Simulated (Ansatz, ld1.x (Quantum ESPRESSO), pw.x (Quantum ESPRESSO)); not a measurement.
**What a changed setting does to a pw.x run (fcc Si)**

Potential: norm-conserving Troullier–Martins (Kleinman–Bylander form), ld1.x (Quantum ESPRESSO) 7.5, PBE; core [Ne], reference 3s2 3p1; waves: 3s (bound): rc 1.85 bohr; 3p (bound): rc 1.80 bohr; 3d channel at -0.1 Ry: rc 1.65 bohr; local part: the d channel; core correction: none.

The reference run (k-mesh 15³, cutoffs 45/180 Ry, Fermi–Dirac 0.01 Ry, mixing_beta 0.4, conv_thr 1e-9, no spin) gives 0.01 GPa at 14.425 Å³/atom, where all-electron LAPW gives 0.32 GPa. This run, with its own iteration cap, changes smearing to mp.

```
&control
  calculation='scf', prefix='x', pseudo_dir='./', outdir='./tmp', tstress=.true., disk_io='none'
/
&system
  ibrav=0, nat=1, ntyp=1, ecutwfc=45, ecutrho=180, nbnd=9,
  occupations='smearing', smearing='mp', degauss=0.01
/
&electrons
  conv_thr=1e-09, mixing_beta=0.4, electron_maxstep=70
/
ATOMIC_SPECIES
Si 1.0 Si.UPF
CELL_PARAMETERS angstrom
  0.00000000 1.93209559 1.93209559
  1.93209559 0.00000000 1.93209559
  1.93209559 1.93209559 0.00000000
ATOMIC_POSITIONS crystal
Si 0.0000 0.0000 0.0000
K_POINTS automatic
15 15 15 0 0 0
```

```bash
pw.x < Si.scf.in > Si.scf.out
```

Q: How does the run end?

A: It converges in 6 iterations; the free energy moves by +15.0 meV/atom and the pressure by -0.12 GPa. This scheme is built to cancel the term in the square of the width that Fermi–Dirac smearing leaves in the F of a metal.

```
Message from routine setup:
     using ibrav=0 with symmetry is DISCOURAGED, use correct ibrav instead
     lattice parameter (alat)  =       5.1635  a.u.
     unit-cell volume          =      97.3447 (a.u.)^3
     number of electrons       =         4.00
     number of Kohn-Sham states=            9
     kinetic-energy cutoff     =      45.0000  Ry
     charge density cutoff     =     180.0000  Ry
     scf convergence threshold =      1.0E-09
     Exchange-correlation= PBE
     number of k points=   120  Methfessel-Paxton smearing, width (Ry)=  0.0100
     iteration #  1     ecut=    45.00 Ry     beta= 0.40
     total energy              =      -7.84721256 Ry
     estimated scf accuracy    <       0.03520232 Ry
     iteration #  2     ecut=    45.00 Ry     beta= 0.40
     total energy              =      -7.84418041 Ry
     estimated scf accuracy    <       0.01100756 Ry
     iteration #  3     ecut=    45.00 Ry     beta= 0.40
     total energy              =      -7.84452632 Ry
     estimated scf accuracy    <       0.00000813 Ry
     iteration #  4     ecut=    45.00 Ry     beta= 0.40
     total energy              =      -7.84453507 Ry
     estimated scf accuracy    <       0.00000056 Ry
     iteration #  5     ecut=    45.00 Ry     beta= 0.40
     total energy              =      -7.84453516 Ry
     estimated scf accuracy    <          5.4E-09 Ry
     iteration #  6     ecut=    45.00 Ry     beta= 0.40
     the Fermi energy is    10.7591 ev
!    total energy              =      -7.84453518 Ry
     estimated scf accuracy    <          5.7E-10 Ry
     smearing contrib. (-TS)   =      -0.00005993 Ry
     The total energy is F=E-TS. E is the sum of the following terms:
     one-electron contribution =       4.61705272 Ry
     hartree contribution      =       0.03029229 Ry
     xc contribution           =      -2.44592170 Ry
     ewald contribution        =     -10.04589857 Ry
     convergence has been achieved in   6 iterations
          total   stress  (Ry/bohr**3)                   (kbar)     P=       -1.13
     Message from routine punch:
     Nothing written, as per user request (disk_io='none')
```

The run took about 6.6 s on one core of a shared host (Neoverse-V1, 32 threads, 247 GiB, load 16).
